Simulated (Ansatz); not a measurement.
Computed with DFT PBE, scalar-relativistic, plane waves, PAW in Ansatz. Settings: cutoff 420 eV, Γ-centred meshes spaced at most about 0.3 Å⁻¹, and about 0.25 Å⁻¹ or finer for metals (2π included), Gaussian smearing. No spin polarisation in the final relaxations.

Temperature and zero-point effects are left out.

Two relaxed structures of Ge:

A.

```yaml
crystal:
  lattice:
    - [5.24058, 0.00000, 0.00000]
    - [0.00000, 5.24058, 0.00000]
    - [0.00000, 0.00000, 2.65536]
  atoms:
    - { symbol: Ge, position: [0.00000, 0.00000, 0.00000] }
    - { symbol: Ge, position: [0.00000, 0.50000, 0.00000] }
    - { symbol: Ge, position: [0.50000, 0.00000, 0.00000] }
```

B.

```yaml
crystal:
  lattice:
    - [2.87898, 0.00000, 0.00000]
    - [-1.43949, 2.49327, 0.00000]
    - [0.00000, 0.00000, 2.69328]
  atoms:
    - { symbol: Ge, position: [0.00000, 0.00000, 0.50000] }
```

Task: Which form is favoured at zero pressure, and by what margin per atom?

Result: B is lower, by 285 meV/atom. A has space group P4/mmm (No. 123), 24.3 Å³/atom and no gap on its mesh; B has the simple hexagonal type, space group P6/mmm (No. 191), 19.3 Å³/atom and no gap. Counting all near atoms (those within 1.25 times the shortest such distance or 1.15 times the sum of covalent radii; a slash parts the counts of unlike sites), A has Ge 4/6 and B has Ge 8. The denser one is the lower, and pressure would at first widen the difference. In A, Ge on a site of symmetry 4/mmm has 6 Ge at 2.62–2.66 Å; Ge on a site of symmetry mmm is surrounded by 4 Ge at 2.62–2.66 Å. In B, around Ge lie 2 Ge at 2.69 Å and 6 Ge at 2.88 Å. Both come from invented guesses. The part of the Crystallography Open Database at hand lists Ge in space groups No. 64, 96, 227; no cell shown has one of them.

Cells relaxed within their symmetry can be saddle points.
